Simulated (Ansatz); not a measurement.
Density of states of AlCo (Pm-3m, a = 2.823 Å, b = 2.823 Å, c = 2.823 Å, α = 90.00°, β = 90.00°, γ = 90.00°), in states per eV and primitive cell, averaged over bins of 0.5 eV. Method: DFT PBEsol, scalar-relativistic, plane waves, PAW in Ansatz 0.2.0.

Plane waves to 420 eV, a k mesh through Γ of 14×14×14 on the computed 2-atom cell and Gaussian smearing (0.10 eV); no spin polarisation.

The cell is relaxed at this level. The states (both spins) are summed by tetrahedra on a 21×21×21 mesh at the self-consistent density. Energies are bin centres; the table starts no lower than −8 eV and ends at 6 eV, or lower where the solved bands end.

It is a metal at this level.

```tsv
E − E_F (eV)	total	Co 3d	Al 3p	Al 3s	Co 4s
-7.80	0.34	0.02	0.15	0.11	0.05
-7.30	0.40	0.03	0.17	0.14	0.05
-6.80	0.45	0.05	0.18	0.16	0.04
-6.30	0.52	0.09	0.20	0.18	0.04
-5.80	0.63	0.17	0.22	0.19	0.03
-5.30	0.65	0.23	0.22	0.15	0.03
-4.80	0.60	0.22	0.24	0.10	0.04
-4.30	0.75	0.30	0.30	0.08	0.06
-3.80	1.69	0.94	0.57	0.08	0.08
-3.30	1.64	1.13	0.42	0.05	0.02
-2.80	2.50	1.84	0.60	0.01	0.01
-2.30	1.75	1.50	0.17	0.00	0.04
-1.80	3.20	2.93	0.15	0.01	0.06
-1.30	5.31	4.91	0.24	0.01	0.05
-0.80	1.78	1.59	0.12	0.00	0.02
-0.30	0.45	0.34	0.07	0.00	0.01
0.20	1.45	1.12	0.24	0.02	0.05
0.70	0.93	0.56	0.26	0.04	0.03
1.20	0.62	0.29	0.22	0.04	0.02
1.70	0.44	0.16	0.19	0.03	0.01
2.20	0.28	0.08	0.14	0.02	0.00
2.70	0.39	0.09	0.10	0.02	0.12
3.20	0.70	0.16	0.13	0.10	0.21
3.70	0.86	0.19	0.21	0.19	0.15
4.20	0.86	0.17	0.24	0.26	0.09
4.70	0.78	0.12	0.25	0.23	0.08
```

The columns after the total are the Löwdin projections on the occupied valence shells of the potentials. The rest of the total lies in shells that are empty in the free atom, which aren't projected, and between the atoms.

A ferromagnetic start lost its moments in a first run, so spin was left out; other magnetic orders weren't tried.

Whether AlCo exists in this form wasn't checked.

Cost: 1 run of about 0.54 core-minutes, on Intel Xeon Platinum 8488C (Sapphire Rapids) (shared hosts).